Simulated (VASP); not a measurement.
Runs of VASP 6.6.1 on Te2Pt. Symmetry: P-3m1, No. 164, trigonal system. The conventional cell has a = 4.018 Å, b = 4.018 Å, c = 5.212 Å, α = 90.00°, β = 90.00°, γ = 120.00°. Te (site symmetry 3m) is surrounded by 3 Pt at 2.66 Å. Pt (site symmetry -3m) has 6 Te at 2.66 Å as nearest neighbours. 

```tsv
spin	U	fixed moment (μB)	gap on the mesh (eV)	pressure (GPa)	moment (μB)	largest force (eV/Å)
collinear, random start	Pt d U = 5 eV	-	none	0.3	0.00	0.43
collinear, ferromagnetic start	Pt d U = 8 eV	-	none	-2.5	0.01	0.21
collinear, zero start	Pt d U = 8 eV	-	none	-2.5	0.00	0.21
non-collinear, random start, SOC	Pt d U = 5 eV	-	-	(a)	0.00	0.44
collinear, random start	Pt d U = 8 eV	-	none	-2.5	0.01	0.21
collinear, ferromagnetic start	Pt d U = 8 eV	1	-	-1.5	1.00	0.31
collinear, ferrimagnetic start	Pt d U = 5 eV	-	none	0.3	0.00	0.43
collinear, ferromagnetic start	Pt d U = 5 eV	-	none	0.3	0.00	0.43
```

Alike in all rows: task single point; level PBEsol+U; potentials or basis VASP PAW PBE potentials, release 64 (Te, Pt); cell as given; k mesh 6 × 6 × 4; cutoff (eV) 520; smearing gaussian 0.05 eV.

Problem. Fill in the values left out.

Solution. (a) 0.5.

Caveats: the PAW data sets were made with another functional, which shifts forces and pressure a little; the U is typed as a test and isn't derived for this compound; the total moment is fixed, so each spin has its own Fermi level (some runs).

A k mesh can miss the band edges, and rows without SOC leave out spin-orbit coupling on Pt, Te.

A gap of «none» marks a metal or a gap under the smearing width.
